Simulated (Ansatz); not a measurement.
**SiNi$_{3}$: a prediction, then the measurements**

The calculation used Ansatz, DFT PBE, scalar-relativistic, plane waves, PAW.

Cutoff 420 eV; k points 14×14×14 on the computed 4-atom cell (Γ-centred); Gaussian smearing, width 0.10 eV; no spin polarisation.

Relaxed structure:

Space group Pm-3m (No. 221). a = 3.506 Å, b = 3.506 Å, c = 3.506 Å, α = 90.00°, β = 90.00°, γ = 90.00°
```tsv
atom	site	symmetry	x	y	z
Si	1a	m-3m	0.0000	0.0000	0.0000
Ni	3c	4/mm.m	0.0000	0.5000	0.5000
```

- Space group: Pm-3m (No. 221)
- Volume per atom: 10.78 Å³
- Formation energy from the elements' standard states (uncorrected): -0.457 eV/atom
- Kohn–Sham band gap: none (metal)
- Density of states at the Fermi level: 2.5 states/eV per cell
- Orbital (Löwdin) character within 0.5 eV of the Fermi level: Ni 3d 91 %
- Bulk modulus: 213 GPa
- Its pressure derivative: 4.7
- Bader charge by site (e): Si (1 in the cell) 0.42, Ni (3 in the cell) -0.14

A magnetic start lost its moments in a first run, so spin was left out; other magnetic orders weren't tried.

**Against measurements.**

Measured lattice constant a of SiNi3: 3.507 Å (a printed reference work (data compilation, original work of 1951)). This calculation gives 3.506 Å (0.0 %). The calculation is for 0 K without zero-point motion.

It was relaxed from a cell as deposited in COD. Löwdin shares on free-atom orbitals overweight diffuse shells.
